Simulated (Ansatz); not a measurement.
InSb: a prediction, then the measurements

These are results of DFT PBE, scalar-relativistic, plane waves, PAW in Ansatz 0.2.0, not measurements.

Settings: cutoff 420 eV, Γ-centred mesh 14×14×14 on the computed 2-atom cell, Gaussian smearing of 0.10 eV; no spin polarisation.

Relaxed structure:

```cif
data_structure
_symmetry_space_group_name_H-M 'F-43m'
_symmetry_Int_Tables_number 216
_cell_length_a 6.6348
_cell_length_b 6.6348
_cell_length_c 6.6348
_cell_angle_alpha 90.000
_cell_angle_beta 90.000
_cell_angle_gamma 90.000
_cell_volume 292.07
loop_
_atom_site_label
_atom_site_type_symbol
_atom_site_symmetry_multiplicity
_atom_site_Wyckoff_symbol
_atom_site_fract_x
_atom_site_fract_y
_atom_site_fract_z
_atom_site_occupancy
In1 In 4 a 0.00000 0.00000 0.00000 1
Sb1 Sb 4 d 0.25000 0.25000 0.75000 1
```

```json
{
 "Space group": "F-43m (No. 216)",
 "Volume per atom": "36.51 Å³",
 "Formation energy from the elements' standard states (uncorrected)": "-0.128 eV/atom",
 "Kohn–Sham band gap": "zero, with almost no states at the Fermi level",
 "Density of states at the Fermi level": "0.0 states/eV per cell",
 "Orbital (Löwdin) character within 0.5 eV of the Fermi level": "Sb 5p 74 %, In 5p 19 %",
 "Bulk modulus": "37 GPa",
 "Its pressure derivative": "4.9",
 "Bader charge by site (e)": "In (1 in the cell) 0.46, Sb (1 in the cell) -0.46"
}
```

Spin-orbit coupling is left out, which matters for the bands of heavy elements.

**Against measurements.**

A measured lattice constant a of InSb is 6.478 Å (300 K; a printed reference work (data compilation)); the calculated 6.635 Å exceeds it by 2.4 %. The calculation is for 0 K without zero-point motion. A measured bulk modulus of InSb is 47 GPa (a printed reference work (monograph)); the calculated 37 GPa falls short of it by 22.0 %. The calculation is for 0 K without zero-point motion.

It was relaxed from a cell as deposited in COD. Löwdin shares on free-atom orbitals overweight diffuse shells.
